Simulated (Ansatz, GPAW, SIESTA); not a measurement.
# One calculation of Si, 3 ways

```xyz
1
Lattice="-1.6269 1.6269 1.3203 1.6269 -1.6269 1.3203 1.6269 1.6269 -1.3203" Properties=species:S:1:pos:R:3 pbc="T T T"
Si    0.0000    0.0000    0.0000
```

This isn't the form of Si at room conditions, which is diamond.

Alike in all runs: task band structure; functional LDA; k mesh 13 × 13 × 13; occupations fermi-dirac, width 0.05 eV; no spin polarisation; no spin-orbit coupling. LDA stands for any of its common fits. Pressure is positive in compression and, in plane waves, holds the error of the finite cutoff.

| program and potentials | plane-wave cutoff (eV) | notes | pressure (GPa) |
| --- | --- | --- | --- |
| SIESTA, files PseudoDojo sr-lda-0.4.1-standard, DZP (energy shift 0.003 Ry) | - | atomic basis | 0.53 |
| GPAW, the program's PAW data sets (release 1.2.1) made for this functional | 600 | - | 0.36 |
| Ansatz, all-electron LAPW, scalar-relativistic | - | - | -0.22 |

The pressure spans -0.22 (Ansatz, all-electron LAPW, scalar-relativistic) to 0.53 GPa (SIESTA, files PseudoDojo sr-lda-0.4.1-standard, DZP (energy shift 0.003 Ry)), with all-electron results at -0.22. Rows in atomic bases carry the error of their basis and grid, which can be large.

The functional is the same throughout but for its coding, so the spread measures potentials, basis and numerics; runs on potential files found faulty are left out.

All three calculations place this body-centred tetragonal cell close to its LDA equilibrium volume. The pressures, from -0.22 to 0.53 GPa, are small against the stiffness of dense silicon and correspond to only a slight change in volume. Their differing signs leave open whether the cell would expand or contract on relaxation.

The atoms are packed much more densely than in diamond, although the nearest contacts are longer. Many neighbours share the valence electrons, so directional sp3 pair bonds give way to more delocalised bonding, which probably makes this form metallic.

Near-zero pressure doesn't conflict with silicon's need for strong compression to leave the diamond structure. It reflects the slope of the energy with volume within this one structure, whereas the transition depends on the enthalpy relative to diamond and other phases. Nor does a small mean pressure show that the axial ratio is relaxed, since stresses along the tetragonal axis and across it can cancel.
